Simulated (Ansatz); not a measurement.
# Mg2Si: band gap under strain

Aim: follow the gap of antifluorite Mg2Si through these states: no strain; -2.0 % equal strain in all directions; +0.5 % biaxial strain in the (111) plane, free along [111]. The table at the end shows which levels were run.

The runs shown are made with Ansatz 0.2.0. PAW datasets, plane waves. No spin polarisation and no zero-point or thermal motion.

### Step 1. Starting point

The unstrained cell was relaxed with r2SCAN; in each strained cell the atoms were relaxed again with r2SCAN. Names of k-points are those of the unstrained zone, where strain can split equivalent points. First state: no strain.

Space group Fm-3m (No. 225), cubic; a = 6.338 Å in the conventional setting, 21.22 Å³ an atom. Near Si stand 8 Mg at 2.74 Å; near Mg stand 4 Si at 2.74 Å.

Coordinates:

```cif
data_structure
_symmetry_space_group_name_H-M 'Fm-3m'
_symmetry_Int_Tables_number 225
_cell_length_a 6.3379
_cell_length_b 6.3379
_cell_length_c 6.3379
_cell_angle_alpha 90.000
_cell_angle_beta 90.000
_cell_angle_gamma 90.000
_cell_volume 254.59
loop_
_atom_site_label
_atom_site_type_symbol
_atom_site_symmetry_multiplicity
_atom_site_Wyckoff_symbol
_atom_site_fract_x
_atom_site_fract_y
_atom_site_fract_z
_atom_site_occupancy
Si1 Si 4 a 0.00000 0.00000 0.00000 1
Mg1 Mg 8 c 0.25000 0.75000 0.75000 1
```

### Step 2. No strain: PBE

Input file input.yaml:

```yaml
crystal:
  lattice:
    - [0.0, 3.1689631868, 3.1689631868]
    - [3.1689631868, 0.0, 3.1689631868]
    - [3.1689631868, 3.1689631868, 0.0]
  atoms:
    - { symbol: Si, position: [0.0, 0.0, 0.0] }
    - { symbol: Mg, position: [0.25, 0.25, 0.25] }
    - { symbol: Mg, position: [0.75, 0.75, 0.75] }
kpoints:
  mp_grid: { grid: [8, 8, 8] }
  band_path:
    path:
      - [0.0, 0.0, 0.0]
      - [0.5, 0.0, 0.5]
      - [0.625, 0.25, 0.625]
      - [0.375, 0.375, 0.75]
      - [0.5, 0.5, 0.5]
      - [0.5, 0.25, 0.75]
    npoints: 1
hamiltonian:
  xc: pbe
scf:
  occupations: { method: fermi_dirac, width: 0.02 }
  n_extra_bands: 4
output:
  forces: true
  stress: true
  eigenvalues: true
```

Further steps of the session: No strain: r2SCAN; No strain: HSE06; -2.0 % equal strain in all directions: PBE; -2.0 % equal strain in all directions: r2SCAN; -2.0 % equal strain in all directions: HSE06; +0.5 % biaxial strain in the (111) plane, free along [111]: PBE; +0.5 % biaxial strain in the (111) plane, free along [111]: r2SCAN; +0.5 % biaxial strain in the (111) plane, free along [111]: HSE06.

What does the calculation give?

The runs gave:

Least gap in eV (negative: overlap), with the change from the unstrained cell in brackets:

| state | volume change (%) | PBE | r2SCAN | HSE06 |
| --- | --- | --- | --- | --- |
| no strain | +0.0 | 0.20 | 0.45 | 0.56 |
| -2.0 % equal strain in all directions | -5.9 | 0.13 (-0.07) | 0.37 (-0.08) | 0.49 (-0.07) |
| +0.5 % biaxial strain in the (111) plane, free along [111] | +0.8 | 0.18 (-0.02) | 0.42 (-0.03) | 0.54 (-0.02) |

**Reading.** With HSE06, of the states in the table -2.0 % equal strain in all directions shifts the gap most, by -0.069 eV. PBE and HSE06 differ by 0.36 eV on the unstrained gap, and by at most 0.01 eV on its change: PBE follows the response to strain far better than the gap itself.
